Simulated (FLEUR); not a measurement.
# BN (F-43m) in FLEUR: settings compared

One crystal, BN, is run at these levels: PBEsol, LDA; tasks: band structure, equation of state.

All numbers are computed with FLEUR MaX-R8.1 (later development tree); they aren't measurements. Logs are shortened: lines on timing, memory, paths and dates and some standing lists are left out, and cuts for length are marked.

**The experiment to reproduce.**

From a printed reference work, monograph, for a bulk crystal of BN at 300 K: band gap 6.4 eV (indirect).

“Effect of nanostructuration on compressibility of cubic BN”, 2012, arxiv:1208.3664 quotes, for a bulk crystal of BN at 300 K: bulk modulus 395 ± 2 GPa.

The runs below are set against these values where they give the same quantity.

## (1) Starting point

The structure is cubic, space group F-43m (No. 216). Conventional cell: a = 3.626 Å, b = 3.626 Å, c = 3.626 Å, α = 90.00°, β = 90.00°, γ = 90.00°. Around N (site symmetry -43m) lie 4 B at 1.57 Å. B (site symmetry -43m) is surrounded by 4 N at 1.57 Å.

The cell is a database's computed one.

## (2) Band structure, PBEsol

inp.xml

```xml
<?xml version="1.0" encoding="UTF-8" standalone="no"?>
<fleurInput fleurInputVersion="0.39">
   <comment>
      BN                                                                                                  
   </comment>
   <calculationSetup>
      <cutoffs Kmax="5.26" Gmax="16.3" GmaxXC="16.3" numbands="0"/>
      <scfLoop itmax="60" minDistance="0.00001" maxIterBroyd="15" imix="Anderson" alpha="0.05" precondParam="0.0" spinf="2.0" sdNocoIR="T"/>
      <coreElectrons ctail="T" frcor="F" kcrel="0" coretail_lmax="0"/>
      <xcFunctional name="PBEs" relativisticCorrections="F"/>
      <magnetism jspins="1"/>
      <soc l_soc="F" theta="0.0" phi="0.0" spav="F"/>
      <expertModes spex="0" secvar="F"/>
      <geometryOptimization l_f="F" forcealpha="1.0" forcemix="BFGS" epsdisp="0.00001" epsforce="0.00001"/>
      <ldaU l_linMix="F" mixParam="0.05" spinf="1.0"/>
   </calculationSetup>
   <cell>
      <bzIntegration valenceElectrons="8.0" mode="hist" fermiSmearingEnergy="0.00183747">
         <kPointListSelection listName="default-1"/>
         <!-- k-points included here -->
         <xi:include xmlns:xi="http://www.w3.org/2001/XInclude" href="kpts.xml"> </xi:include>
      </bzIntegration>
      <!-- symmetry operations included here -->
      <xi:include xmlns:xi="http://www.w3.org/2001/XInclude" href="sym.xml"> </xi:include>
      <bulkLattice scale="1.0">
         <bravaisMatrix>
            <row-1>    0.0000000000000000     3.4260753536259245     3.4260753536259245</row-1>
            <row-2>    3.4260753536259245     0.0000000000000000     3.4260753536259245</row-2>
            <row-3>    3.4260753536259245     3.4260753536259245     0.0000000000000000</row-3>
         </bravaisMatrix>
      </bulkLattice>
   </cell>
   <atomSpecies>
      <species name="Nitrogen (N)" element="N" atomicNumber="7">
         <mtSphere radius="1.37" gridPoints="453" logIncrement="0.023"/>
         <atomicCutoffs lmax="8" lnonsphr="8"/>
         <electronConfig flipSpins="F">
            <coreConfig>(1s1/2)</coreConfig>
            <valenceConfig>(2s1/2) (2p1/2) (2p3/2)</valenceConfig>
            <stateOccupation state="(2p1/2)" spinUp="0.500000" spinDown="0.500000"/>
            <stateOccupation state="(2p3/2)" spinUp="1.000000" spinDown="1.000000"/>
         </electronConfig>
         <energyParameters s="2" p="2" d="3" f="4"/>
         <lo type="SCLO" l="0" n="2" eDeriv="2"/>
         <lo type="SCLO" l="1" n="2" eDeriv="2"/>
         <lo type="SCLO" l="2" n="3" eDeriv="2"/>
      </species>
      <species name="Boron (B)" element="B" atomicNumber="5">
         <mtSphere radius="1.37" gridPoints="453" logIncrement="0.022"/>
         <atomicCutoffs lmax="8" lnonsphr="8"/>
         <electronConfig flipSpins="F">
            <coreConfig>(1s1/2)</coreConfig>
            <valenceConfig>(2s1/2) (2p1/2) (2p3/2)</valenceConfig>
            <stateOccupation state="(2p1/2)" spinUp="0.166667" spinDown="0.166667"/>
            <stateOccupation state="(2p3/2)" spinUp="0.333333" spinDown="0.333333"/>
         </electronConfig>
         <energyParameters s="2" p="2" d="3" f="4"/>
         <lo type="SCLO" l="0" n="2" eDeriv="2"/>
         <lo type="SCLO" l="1" n="2" eDeriv="2"/>
         <lo type="SCLO" l="2" n="3" eDeriv="2"/>
      </species>
   </atomSpecies>
   <atomGroups>
      <atomGroup species="Nitrogen (N)">
         <relPos label="                   1">1.000/4.000 1.000/4.000 1.000/4.000</relPos>
         <force calculate="T" relaxXYZ="TTT"/>
      </atomGroup>
      <atomGroup species="Boron (B)">
         <relPos label="                   2">.0000000000 .0000000000 .0000000000</relPos>
         <force calculate="T" relaxXYZ="TTT"/>
      </atomGroup>
   </atomGroups>
   <output dos="F" band="F" slice="F">
      <checks vchk="F" cdinf="F"/>
      <bandDOS minEnergy="-.5*Htr" maxEnergy="0.5*Htr" sigma="0.015" storeEVData="T"/>
      <vacuumDOS vacdos="F" integ="F" star="F" nstars="0" locx1="0.0" locy1="0.0" locx2="0.0" locy2="0.0" nstm="0" tworkf="0.0"/>
      <unfoldingBand unfoldBand="F" supercellX="1" supercellY="1" supercellZ="1"/>
      <plotting iplot="0" polar="F">
         <plot TwoD="T" vec1="  1.0  0.0  0.0" vec2="  0.0  1.0  0.0" vec3="  0.0  0.0  1.0" zero="  0.0  0.0  0.0" file="plot"/>
      </plotting>
      <chargeDensitySlicing numkpt="0" minEigenval="0.0" maxEigenval="0.0" nnne="0" pallst="F"/>
      <specialOutput eonly="F"/>
      <moessbauerParams electricFieldGradient="T" isomerShift="T" coreHyperfine="T" valenceHyperfine="T"/>
      <magneticCircularDichroism mcd="F" energyLo="-10.0" energyUp="0.0"/>
   </output>
  <!-- We include the file relax.xml here to enable relaxations (see documentation) -->
  <xi:include xmlns:xi="http://www.w3.org/2001/XInclude" href="relax.xml"> <xi:fallback/> </xi:include>
</fleurInput>
```

crystal.txt

```
BN
&input cartesian=F /
0.0000000000  1.8130010000  1.8130010000
1.8130010000  0.0000000000  1.8130010000
1.8130010000  1.8130010000  0.0000000000
1.8897261246
1.0 1.0 1.0

2
7 0.2500000000  0.2500000000  0.2500000000
5 0.0000000000  0.0000000000  0.0000000000

&kpt div1=13 div2=13 div3=13 gamma=T /
```

inp.xml (bands)

```
<?xml version="1.0" encoding="UTF-8" standalone="no"?>
<fleurInput fleurInputVersion="0.39">
   <comment>
      BN                                                                                                  
   </comment>
   <calculationSetup>
      <cutoffs Kmax="5.26" Gmax="16.3" GmaxXC="16.3" numbands="0"/>
      <scfLoop itmax="60" minDistance="0.00001" maxIterBroyd="15" imix="Anderson" alpha="0.05" precondParam="0.0" spinf="2.0" sdNocoIR="T"/>
      <coreElectrons ctail="T" frcor="F" kcrel="0" coretail_lmax="0"/>
      <xcFunctional name="PBEs" relativisticCorrections="F"/>
      <magnetism jspins="1"/>
      <soc l_soc="F" theta="0.0" phi="0.0" spav="F"/>
      <expertModes spex="0" secvar="F"/>
      <geometryOptimization l_f="F" forcealpha="1.0" forcemix="BFGS" epsdisp="0.00001" epsforce="0.00001"/>
      <ldaU l_linMix="F" mixParam="0.05" spinf="1.0"/>
   </calculationSetup>
   <cell>
      <bzIntegration valenceElectrons="8.0" mode="hist" fermiSmearingEnergy="0.00183747">
         <kPointListSelection listName="path-1"/>
         <!-- k-points included here -->
         <xi:include xmlns:xi="http://www.w3.org/2001/XInclude" href="kpts.xml"> </xi:include>
      </bzIntegration>
      <!-- symmetry operations included here -->
      <xi:include xmlns:xi="http://www.w3.org/2001/XInclude" href="sym.xml"> </xi:include>
      <bulkLattice scale="1.0">
         <bravaisMatrix>
            <row-1>    0.0000000000000000     3.4260753536259245     3.4260753536259245</row-1>
            <row-2>    3.4260753536259245     0.0000000000000000     3.4260753536259245</row-2>
            <row-3>    3.4260753536259245     3.4260753536259245     0.0000000000000000</row-3>
         </bravaisMatrix>
      </bulkLattice>
   </cell>
   <atomSpecies>
      <species name="Nitrogen (N)" element="N" atomicNumber="7">
         <mtSphere radius="1.37" gridPoints="453" logIncrement="0.023"/>
         <atomicCutoffs lmax="8" lnonsphr="8"/>
         <electronConfig flipSpins="F">
            <coreConfig>(1s1/2)</coreConfig>
            <valenceConfig>(2s1/2) (2p1/2) (2p3/2)</valenceConfig>
            <stateOccupation state="(2p1/2)" spinUp="0.500000" spinDown="0.500000"/>
            <stateOccupation state="(2p3/2)" spinUp="1.000000" spinDown="1.000000"/>
         </electronConfig>
         <energyParameters s="2" p="2" d="3" f="4"/>
         <lo type="SCLO" l="0" n="2" eDeriv="2"/>
         <lo type="SCLO" l="1" n="2" eDeriv="2"/>
         <lo type="SCLO" l="2" n="3" eDeriv="2"/>
      </species>
      <species name="Boron (B)" element="B" atomicNumber="5">
         <mtSphere radius="1.37" gridPoints="453" logIncrement="0.022"/>
         <atomicCutoffs lmax="8" lnonsphr="8"/>
         <electronConfig flipSpins="F">
            <coreConfig>(1s1/2)</coreConfig>
            <valenceConfig>(2s1/2) (2p1/2) (2p3/2)</valenceConfig>
            <stateOccupation state="(2p1/2)" spinUp="0.166667" spinDown="0.166667"/>
            <stateOccupation state="(2p3/2)" spinUp="0.333333" spinDown="0.333333"/>
         </electronConfig>
         <energyParameters s="2" p="2" d="3" f="4"/>
         <lo type="SCLO" l="0" n="2" eDeriv="2"/>
         <lo type="SCLO" l="1" n="2" eDeriv="2"/>
         <lo type="SCLO" l="2" n="3" eDeriv="2"/>
      </species>
   </atomSpecies>
   <atomGroups>
      <atomGroup species="Nitrogen (N)">
         <relPos label="                   1">1.000/4.000 1.000/4.000 1.000/4.000</relPos>
         <force calculate="T" relaxXYZ="TTT"/>
      </atomGroup>
      <atomGroup species="Boron (B)">
         <relPos label="                   2">.0000000000 .0000000000 .0000000000</relPos>
         <force calculate="T" relaxXYZ="TTT"/>
      </atomGroup>
   </atomGroups>
   <output dos="F" band="T" slice="F">
      <checks vchk="F" cdinf="F"/>
      <bandDOS minEnergy="-.5*Htr" maxEnergy="0.5*Htr" sigma="0.015" storeEVData="T"/>
      <vacuumDOS vacdos="F" integ="F" star="F" nstars="0" locx1="0.0" locy1="0.0" locx2="0.0" locy2="0.0" nstm="0" tworkf="0.0"/>
      <unfoldingBand unfoldBand="F" supercellX="1" supercellY="1" supercellZ="1"/>
      <plotting iplot="0" polar="F">
         <plot TwoD="T" vec1="  1.0  0.0  0.0" vec2="  0.0  1.0  0.0" vec3="  0.0  0.0  1.0" zero="  0.0  0.0  0.0" file="plot"/>
      </plotting>
      <chargeDensitySlicing numkpt="0" minEigenval="0.0" maxEigenval="0.0" nnne="0" pallst="F"/>
      <specialOutput eonly="F"/>
      <moessbauerParams electricFieldGradient="T" isomerShift="T" coreHyperfine="T" valenceHyperfine="T"/>
      <magneticCircularDichroism mcd="F" energyLo="-10.0" energyUp="0.0"/>
   </output>
  <!-- We include the file relax.xml here to enable relaxations (see documentation) -->
  <xi:include xmlns:xi="http://www.w3.org/2001/XInclude" href="relax.xml"> <xi:fallback/> </xi:include>
</fleurInput>
```

Potentials or basis: all-electron, FLAPW.

Launch:

```bash
> inpgen -f crystal.txt -profile fastHighL
> # inp.xml edited to the form shown
> fleur_MPI
> fleur_MPI   # second run, on inp.xml (bands)
```

What it wrote:

```text
Welcome to FLEUR        (www.flapw.de)
      MaX-Release 8.1          (www.max-centre.eu)

 ========== k-point set info ==========
 Selected k-point list: default-1
 k-point list type: mesh
 13 x 13 x 13
 Number of k points: 84

 ------------Calculation Setup---------------------------
 Number of MPI-tasks      :            1
 Number of PE/node        :            1
 Number of OMP-threads    :            1
 Most efficient MPI parallelization for:
           1           2           3           4           6           7          12          14          21          28          42          84
 Additional eigenvalue parallelization possible
 Number of basis functions:          234
 Approximate size of matrices (H+S) per k-point:         0.002 GB
 --------------------------------------------------------
Nuclear radius smaller than smallest radial mesh point for atom type 2 -- skipping its core isomer shift
Nuclear radius smaller than smallest radial mesh point for atom type 2 -- skipping its isomer shift
 Iteration:     1   Distance:      28.45710628 me/bohr^3
Nuclear radius smaller than smallest radial mesh point for atom type 2 -- skipping its core isomer shift
Nuclear radius smaller than smallest radial mesh point for atom type 2 -- skipping its isomer shift
 Iteration:     2   Distance:      25.84092646 me/bohr^3
Nuclear radius smaller than smallest radial mesh point for atom type 2 -- skipping its core isomer shift
Nuclear radius smaller than smallest radial mesh point for atom type 2 -- skipping its isomer shift
 Iteration:     3   Distance:      11.33580217 me/bohr^3
Nuclear radius smaller than smallest radial mesh point for atom type 2 -- skipping its core isomer shift
Nuclear radius smaller than smallest radial mesh point for atom type 2 -- skipping its isomer shift
 Iteration:     4   Distance:       3.23730496 me/bohr^3
Nuclear radius smaller than smallest radial mesh point for atom type 2 -- skipping its core isomer shift
Nuclear radius smaller than smallest radial mesh point for atom type 2 -- skipping its isomer shift
 Iteration:     5   Distance:       1.16301304 me/bohr^3
Nuclear radius smaller than smallest radial mesh point for atom type 2 -- skipping its core isomer shift
Nuclear radius smaller than smallest radial mesh point for atom type 2 -- skipping its isomer shift
 Iteration:     6   Distance:       0.29685871 me/bohr^3
Nuclear radius smaller than smallest radial mesh point for atom type 2 -- skipping its core isomer shift
Nuclear radius smaller than smallest radial mesh point for atom type 2 -- skipping its isomer shift
 Iteration:     7   Distance:       0.12834642 me/bohr^3
Nuclear radius smaller than smallest radial mesh point for atom type 2 -- skipping its core isomer shift
Nuclear radius smaller than smallest radial mesh point for atom type 2 -- skipping its isomer shift
 Iteration:     8   Distance:       0.04469518 me/bohr^3
Nuclear radius smaller than smallest radial mesh point for atom type 2 -- skipping its core isomer shift
Nuclear radius smaller than smallest radial mesh point for atom type 2 -- skipping its isomer shift
 Iteration:     9   Distance:       0.01385794 me/bohr^3
Nuclear radius smaller than smallest radial mesh point for atom type 2 -- skipping its core isomer shift
Nuclear radius smaller than smallest radial mesh point for atom type 2 -- skipping its isomer shift
 Iteration:    10   Distance:       0.00042991 me/bohr^3
Nuclear radius smaller than smallest radial mesh point for atom type 2 -- skipping its core isomer shift
Nuclear radius smaller than smallest radial mesh point for atom type 2 -- skipping its isomer shift
 Iteration:    11   Distance:       0.00038375 me/bohr^3
Nuclear radius smaller than smallest radial mesh point for atom type 2 -- skipping its core isomer shift
Nuclear radius smaller than smallest radial mesh point for atom type 2 -- skipping its isomer shift
 Iteration:    12   Distance:       0.00003013 me/bohr^3
Nuclear radius smaller than smallest radial mesh point for atom type 2 -- skipping its core isomer shift
Nuclear radius smaller than smallest radial mesh point for atom type 2 -- skipping its isomer shift
 Iteration:    13   Distance:       0.00001498 me/bohr^3
Nuclear radius smaller than smallest radial mesh point for atom type 2 -- skipping its core isomer shift
Nuclear radius smaller than smallest radial mesh point for atom type 2 -- skipping its isomer shift
 Iteration:    14   Distance:       0.00000121 me/bohr^3

 ********************************************************************
 Run finished successfully
 Stop message:
   all done
 ********************************************************************
```

It took 30 s on 1 thread of Arm Neoverse V2, shared host; peak memory 0.05 GiB.

What came out:

```
Free energy                                           : -2160.2348 eV
Band gap on the k mesh                                : 4.35 eV, indirect (least direct gap 8.72 eV)
Band gap along the path                               : 4.27 eV, indirect (least direct gap 8.72 eV)
Valence electrons inside the program's atomic spheres : N 3.35; B 1.10 (radii N 1.37, B 1.37 bohr)
```

Levels at the corners of the path, in eV from the valence-band top:
```
point  band 2  band 3  band 4  band 5  band 6  band 7
    Γ    0.00    0.00    0.00    8.72    8.72    8.72
    X   -8.91   -4.89   -4.89    4.27    9.04   17.74
    W   -7.56   -6.98   -6.52    9.40   13.15   14.27
    K   -8.11   -7.68   -4.07    6.72   12.68   15.67
    Γ    0.00    0.00    0.00    8.72    8.72    8.72
    L  -10.70   -1.93   -1.93    9.97   10.57   10.57
    U   -8.11   -7.68   -4.07    6.72   12.68   15.67
    W   -7.56   -6.98   -6.52    9.40   13.15   14.27
    L  -10.70   -1.93   -1.93    9.97   10.57   10.57
    K   -8.11   -7.68   -4.07    6.72   12.68   15.67
    U   -8.11   -7.68   -4.07    6.72   12.68   15.67
    X   -8.91   -4.89   -4.89    4.27    9.04   17.74
```

Core levels (eV from the Fermi level):
```
atom        levels
 1 N  1s1/2 -373.6
 2 B  1s1/2 -171.5
```

(Continued in part 2 of 2.)
